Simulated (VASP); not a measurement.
# MoS2 (R3m) in VASP: notebook, part 2 of 2

VASP 6.6.1.

### 4 Single point, PBE

INCAR

```
PREC     = Accurate       # precision mode
ENCUT    = 350            # plane-wave cutoff, eV
EDIFF    = 1E-7           # SCF threshold, eV
ISMEAR   = 0              # smearing method
SIGMA    = 0.05           # smearing width, eV
LREAL    = F              # projectors in reciprocal space
LASPH    = T              # aspherical terms in the spheres
NELM     = 100            # most SCF steps
ALGO     = Normal         # electronic algorithm
ISIF     = 2              # what is computed and relaxed
LWAVE    = F              # write WAVECAR
LCHARG   = F              # write CHGCAR
GGA      = PE             # functional
ADDGRID  = F
```

KPOINTS

```
Automatic mesh
0
Gamma
  9 9 9
```

POSCAR

```
MoS2
1.0
    1.5800000000      0.9122134253      6.1500000000
   -1.5800000000      0.9122134253      6.1500000000
    0.0000000000     -1.8244268506      6.1500000000
Mo S
1 2
Direct
    0.0000000000      0.0000000000      0.0000000000
    0.4170000000      0.4170000000      0.4170000000
    0.2500000000      0.2500000000      0.2500000000
```

Potentials or basis: VASP PAW PBE potentials, release 64 (Mo_sv, S).

The run is started by

```sh
> cat potpaw_PBE.64/Mo_sv/POTCAR potpaw_PBE.64/S/POTCAR > POTCAR
> mpirun -np 1 vasp_std > vasp.out
```

OUTCAR:

```text
PREC = Accurate
   ENCUT = 350
   EDIFF = 1E-7
   ISMEAR = 0
   LREAL = F
   LASPH = T
   NELM = 100
   ISIF = 2
   GGA = PE

 Found     85 irreducible k-points:

 Following reciprocal coordinates:
            Coordinates               Weight
  0.000000  0.000000  0.000000      1.000000
  0.111111  0.000000 -0.000000      6.000000
  0.222222 -0.000000 -0.000000      6.000000
  0.333333  0.000000 -0.000000      6.000000
  0.444444 -0.000000 -0.000000      6.000000
  0.111111  0.111111 -0.000000      6.000000
   k-points           NKPTS =     85   k-points in BZ     NKDIM =     85   number of bands    NBANDS=     17
   number of dos      NEDOS =    301   number of ions     NIONS =      3
   total plane-waves  NPLWV =  64000
   dimension x,y,z NGX =    40 NGY =   40 NGZ =   40
   dimension x,y,z NGXF=    80 NGYF=   80 NGZF=   80
   ions per type =               1   2
   NGX,Y,Z   is equivalent  to a cutoff of  10.37, 10.37, 10.37 a.u.
   NGXF,Y,Z  is equivalent  to a cutoff of  20.73, 20.73, 20.73 a.u.
 SYSTEM =  unknown system
   PREC   = accura    normal or accurate (medium, high low for compatibility)
   ISTART =      0    job   : 0-new  1-cont  2-samecut
   ICHARG =      2    charge: 1-file 2-atom 10-const
   ISPIN  =      1    spin polarized calculation?
   LNONCOLLINEAR =      F non collinear calculations
   LSORBIT =      F    spin-orbit coupling
   LASPH  =      T    aspherical Exc in radial PAW
   ENCUT  =  350.0 eV  25.72 Ry    5.07 a.u.   9.79  9.79  9.79*2*pi/ulx,y,z
   NELM   =    100;   NELMIN=  2; NELMDL= -5     # of ELM steps
   EDIFF  = 0.1E-06   stopping-criterion for ELM
   LREAL  =      F    real-space projection
   EDIFFG = 0.1E-05   stopping-criterion for IOM
   NSW    =      0    number of steps for IOM
   IBRION =     -1    ionic relax: 0-MD 1-quasi-New 2-CG
   NFREE  =      0    steps in history (QN), initial steepest desc. (CG)
   ISIF   =      2    stress and relaxation
   ISYM   =      2    0-nonsym 1-usesym 2-fastsym
   POTIM  = 0.5000    time-step for ionic-motion
   TEBEG  =    0.0;   TEEND  =   0.0 temperature during run
   PSTRESS=    0.0 pullay stress
   NELECT =      26.0000    total number of electrons
   NUPDOWN=      -1.0000    fix difference up-down
   EMIN   =  10.00;   EMAX   =-10.00  energy-range for DOS
   EFERMI =   0.00;   METHOD = LEGACY
   ISMEAR =     0;   SIGMA  =   0.05  broadening in eV -4-tet -1-fermi 0-gaus
   EFERMI_NEDOS =   21; number of points for ismear=-14 and -15
   IALGO  =     38    algorithm
   IMIX   =      4    mixing-type and parameters
     AMIX     =   0.40;   BMIX     =  1.00
     AMIX_MAG =   1.60;   BMIX_MAG =  1.00
  volume/ion in A,a.u.               =      17.73       119.63
  Fermi-wavevector in a.u.,A,eV,Ry     =   1.289652  2.437089 22.629252  1.663203
  Thomas-Fermi vector in A             =   2.421532
   LORBIT       =      0    0 simple, 1 ext, 2 COOP (PROOUT), +10 PAW based schemes
   GGA     = PE    functional components
   LHFCALC =     F    Hartree Fock is set to
   AEXX    =    0.0000 exact exchange contribution
   IVDW    =     0    specifies the selected vdW correction
   LEPSILON=     F    determine dielectric tensor
   LRPA    =     F    only Hartree local field effects (RPA)
 non-spin polarized calculation
 Gauss-broadening in eV      SIGMA  =   0.05
  energy-cutoff  :      350.00
  volume of cell :       53.18
 maximum number of plane-waves:       803
   NGX = 19   NGY = 19   NGZ = 19

 number of electron      26.0000005 magnetization

 Free energy of the ion-electron system (eV)
  ---------------------------------------------------
  ext. energy  EPLUGINS =         0.00000000
  ---------------------------------------------------
  free energy    TOTEN  =       -21.78248095 eV

  energy without entropy =      -21.78248095  energy(sigma->0) =      -21.78248095

 E-fermi :   8.0256     XC(G=0): -10.8262

 val. band max:        7.6445115423   @ k =   0.4444   0.4444   0.4444
 cond. band min:       8.5982306028   @ k =  -0.3333   0.3333   0.0000
 fundamental gap:      0.9537190605
 Fermi energy:         8.0255742764

 k-point     1 :       0.0000    0.0000    0.0000
  band No.  band energies     occupation
      1     -53.8941      2.00000
      2     -28.0685      2.00000
      3     -27.8412      2.00000
      4     -27.8412      2.00000
      5      -7.4605      2.00000
      6      -5.7398      2.00000
[... 9 lines left out ...]
     16      10.1055      0.00000
     17      10.1055      0.00000
[... 81 lines left out ...]
 k-point     6 :       0.1111    0.1111   -0.0000
  band No.  band energies     occupation
      1     -53.8892      2.00000
      2     -28.0589      2.00000
      3     -27.8895      2.00000
      4     -27.8519      2.00000
      5      -7.2615      2.00000
      6      -5.6966      2.00000
[... 9 lines left out ...]
     16       9.8328      0.00000
     17      10.0505      0.00000

 [... further k-points ...]

------------------------ aborting loop because EDIFF is reached ----------------------------------------

  FORCE on cell =-STRESS in cart. coord.  units (eV):
  Direction    XX          YY          ZZ          XY          YZ          ZX
  --------------------------------------------------------------------------------------
  -------------------------------------------------------------------------------------
  Total        1.3146458      1.3146458      2.0970186      0.0000000      0.0000000     -0.0000000
  in kB       39.6040339     39.6040339     63.1732103      0.0000000      0.0000000     -0.0000000
  external PRESSURE =      47.4604260 kB  Pullay stress =       0.0000000 kB

 VOLUME and BASIS-vectors are now :
 -----------------------------------------------------------------------------
  energy-cutoff  :      350.00
  volume of cell :       53.18
      direct lattice vectors                 reciprocal lattice vectors
     1.580000000  0.912213425  6.150000000     0.316455696  0.182705781  0.054200542
    -1.580000000  0.912213425  6.150000000    -0.316455696  0.182705781  0.054200542
     0.000000000 -1.824426851  6.150000000     0.000000000 -0.365411563  0.054200542

 POSITION                                       TOTAL-FORCE (eV/Angst)
 -----------------------------------------------------------------------------------
      0.00000      0.00000      0.00000         0.000000      0.000000      0.086362
      0.00000      0.00000      7.69365         0.000000     -0.000000      0.425958
      0.00000      0.00000      4.61250         0.000000     -0.000000     -0.512319
 -----------------------------------------------------------------------------------
    total drift:                               -0.000000      0.000000     -0.000022

  FREE ENERGIE OF THE ION-ELECTRON SYSTEM (eV)
  ---------------------------------------------------
  free  energy   TOTEN  =       -21.7824809487 eV

  energy  without entropy=      -21.7824809487  energy(sigma->0) =      -21.78248095
```

OSZICAR:

```text
N       E                     dE             d eps       ncg     rms          rms(c)
DAV:   1     0.135558606203E+03    0.13556E+03   -0.11257E+04  3122   0.107E+03
DAV:   2    -0.186444745772E+02   -0.15420E+03   -0.15212E+03  3840   0.294E+02
DAV:   3    -0.231688745842E+02   -0.45244E+01   -0.44956E+01  3464   0.490E+01
DAV:   4    -0.232231266411E+02   -0.54252E-01   -0.54173E-01  3705   0.534E+00
DAV:   5    -0.232237340609E+02   -0.60742E-03   -0.60737E-03  3577   0.548E-01    0.250E+01
DAV:   6    -0.221394344404E+02    0.10843E+01   -0.11475E+01  3226   0.227E+01    0.954E+00
DAV:   7    -0.218767466366E+02    0.26269E+00   -0.41498E+00  3133   0.127E+01    0.588E+00
DAV:   8    -0.217822062859E+02    0.94540E-01   -0.53467E-01  3127   0.503E+00    0.195E+00
DAV:   9    -0.217838350924E+02   -0.16288E-02   -0.24020E-02  3575   0.104E+00    0.622E-01
DAV:  10    -0.217824663378E+02    0.13688E-02   -0.12269E-02  3088   0.806E-01    0.165E-01
DAV:  11    -0.217824785445E+02   -0.12207E-04   -0.42637E-04  3105   0.163E-01    0.656E-02
DAV:  12    -0.217824558130E+02    0.22732E-04   -0.20566E-04  3116   0.101E-01    0.527E-02
DAV:  13    -0.217824806865E+02   -0.24874E-04   -0.48807E-05  2944   0.464E-02    0.127E-02
DAV:  14    -0.217824809590E+02   -0.27249E-06   -0.38476E-06  3701   0.125E-02    0.712E-03
DAV:  15    -0.217824809487E+02    0.10298E-07   -0.48105E-07  3536   0.421E-03
   1 F= -.21782481E+02 E0= -.21782481E+02  d E =-.460621E-29
```

stdout:

```text
POSCAR found type information on POSCAR MoS
 POSCAR found :  2 types and       3 ions
 scaLAPACK will be used
 LDA part: xc-table for (Slater+PW92), standard interpolation
 POSCAR, INCAR and KPOINTS ok, starting setup
 FFT: planning ... GRIDC
 FFT: planning ... GRID_SOFT
 FFT: planning ... GRID
 WAVECAR not read
 entering main loop
```

Run time: 1.8 min. Hardware: 1 thread of Intel Xeon Platinum 8488C (Sapphire Rapids), shared host; peak memory 0.24 GiB.

These settings aren't checked as converged: the numbers below hold their error.

What came out:

```
Free energy            : -21.7825 eV
Pressure               : 4.7 GPa
Largest force          : 0.512 eV/Å
Band gap on the k mesh : 0.95 eV, indirect (least direct gap 1.71 eV)
```

Caveat: an odd mesh through Γ misses points on the zone boundary, where band edges often lie.

### 5 Single point, PBE

Changes to INCAR since step 4:

```diff
@@ -1,3 +1,3 @@
 PREC     = Accurate       # precision mode
-ENCUT    = 350            # plane-wave cutoff, eV
+ENCUT    = 400            # plane-wave cutoff, eV
 EDIFF    = 1E-7           # SCF threshold, eV
```

KPOINTS is that of step 4.

POSCAR is that of step 4.

The run is started by

```sh
> cat potpaw_PBE.64/Mo_sv/POTCAR potpaw_PBE.64/S/POTCAR > POTCAR
> mpirun -np 1 vasp_std > vasp.out
```

Run time: 2.6 min. Hardware: 1 thread of Intel Xeon Platinum 8488C (Sapphire Rapids), shared host; peak memory 0.26 GiB.

The run converged, but some of its settings lie outside the range that counts as converged, so its numbers aren't taken as properties of the crystal.

What came out:

```
Free energy            : -21.7862 eV
Pressure               : 4.9 GPa
Largest force          : 0.510 eV/Å
Band gap on the k mesh : 0.95 eV, indirect (least direct gap 1.71 eV)
```

Caveat: an odd mesh through Γ misses points on the zone boundary, where band edges often lie.

### 6 The reference run

An earlier run on the cell as given: functional PBE; potentials or basis VASP PAW PBE potentials, release 64 (Mo_sv, S); cutoff 520 eV; k mesh 10 × 10 × 10; occupations fermi-dirac, width 0.05 eV; no spin polarisation.

- Pressure: 5.2 GPa
- Largest force: 0.506 eV/Å
- Band gap on the k mesh: 0.97 eV, indirect (least direct gap 1.96 eV)
